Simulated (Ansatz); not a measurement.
Runs of Ansatz 0.2.0 on SnTe. The structure is cubic, space group F-43m (No. 216). The conventional cell has a = 7.222 Å, b = 7.222 Å, c = 7.222 Å, α = 90.00°, β = 90.00°, γ = 90.00°. Around Te (site symmetry -43m) lie 4 Sn at 3.13 Å. Around Sn (site symmetry -43m) lie 4 Te at 3.13 Å. Measurements of this composition are mostly on another form, of space group No. 225.

| task | level | spin | k mesh | smearing | atoms under strain | points for each segment of the path | gap on the mesh (eV) | pressure (GPa) |
| --- | --- | --- | --- | --- | --- | --- | --- | --- |
| elastic constants | PBEsol | off | 5 × 5 × 5 | fixed | clamped | - | 0.37 | -1.4 |
| band structure | PBEsol | SOC, no magnetisation | 5 × 5 × 5 | fermi-dirac 0.05 eV | - | 14 | - | -1.4 |
| band structure | LDA | off | 7 × 7 × 7 | fermi-dirac 0.05 eV | - | 14 | - | -2.2 |
| Born charges and dielectric tensor | PBEsol | off | 7 × 7 × 7 | fixed | - | - | (b) | - |
| band structure | RPBE | off | 7 × 7 × 7 | fermi-dirac 0.05 eV | - | 14 | (a) | 0.9 |

Alike in all rows: potentials or basis Ansatz PAW; cell as given; cutoff (eV) 420.

**Question.** Estimate the missing entries.

**Answer.** (a) 0.42; (b) 0.29.

Caveats: the PAW data sets come from PBE, with cores solved anew for the run's functional, which leaves a small shift of forces and pressure; spin-orbit coupling is left out, which moves the levels of the heavy elements (some runs); odd divisions of the mesh miss points on the zone boundary, where band edges often lie, so the gap on the mesh can be too wide (some runs); the elastic tensor has a negative eigenvalue, so either the cell is unstable as it stands or the mesh is too thin (some runs); the gap is small at this level, which inflates the dielectric constant (some runs); the k mesh misses the band edges, so the gap on the mesh is wider than the one along the path (some runs).

A k mesh can miss the band edges, and rows without SOC leave out spin-orbit coupling on Sn, Te.

Runs at the PBE level aren't shown here.
